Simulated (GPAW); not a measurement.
The system is ZrSe2.

```
Zr Se
1.0
     3.79800    0.00000    0.00000
    -1.89900    3.28916    0.00000
     0.00000    0.00000    6.19200
Zr Se
1 2
Direct
  0.00000 0.00000 0.00000
  0.66667 0.33333 0.75000
  0.33333 0.66667 0.25000
```

| Quantity | Value |
| --- | --- |
| Program | GPAW 26.7.0 |
| Task | relaxation of cell and atoms |
| Functional | PBE |
| Dispersion | D3(BJ) |
| Potentials or basis | GPAW PAW data sets (gpaw-data 1.2.1) |
| Cutoff | 600 eV |
| Basis | pw |
| k mesh | 6 × 6 × 3 |
| Occupations | fermi-dirac, width 0.05 eV |
| Spin | no spin polarisation |

At the start: pressure -0.7 GPa; volume 25.78 Å³/atom.

Question: How do energy, volume and symmetry change on relaxing?

Answer: Over 8 steps the energy falls by 9.7 meV/atom and the volume is 24.20 Å³/atom (-6.1 %); space group P-3m1 (No. 164, to 0.05 Å).

The path:
| step | energy change (eV) | largest force (eV/Å) | pressure (GPa) | volume (Å³) |
| --- | --- | --- | --- | --- |
| 1 | 0.0000 | 0.2616 | -0.68 | 77.35 |
| 2 | -0.0028 | 0.2355 | -0.72 | 77.23 |
| 3 | -0.0199 | 0.0700 | -1.00 | 75.46 |
| 4 | -0.0210 | 0.0471 | -0.80 | 75.23 |
| 5 | -0.0233 | 0.0600 | 0.12 | 74.16 |
| 6 | -0.0237 | 0.0647 | 0.17 | 74.07 |
| 7 | -0.0282 | 0.0737 | 0.54 | 72.55 |
| 8 | -0.0291 | 0.0367 | 0.27 | 72.61 |

Final structure:
```xyz
3
Lattice="3.7369 0.0000 0.0000 -1.8684 3.2362 0.0000 0.0000 0.0000 6.0038" Properties=species:S:1:pos:R:3 pbc="T T T"
Zr    0.0000    0.0000    0.0000
Se    1.8684    1.0787    4.4136
Se    0.0000    2.1575    1.5902
```

Caveat: later steps reuse the first step's grids.
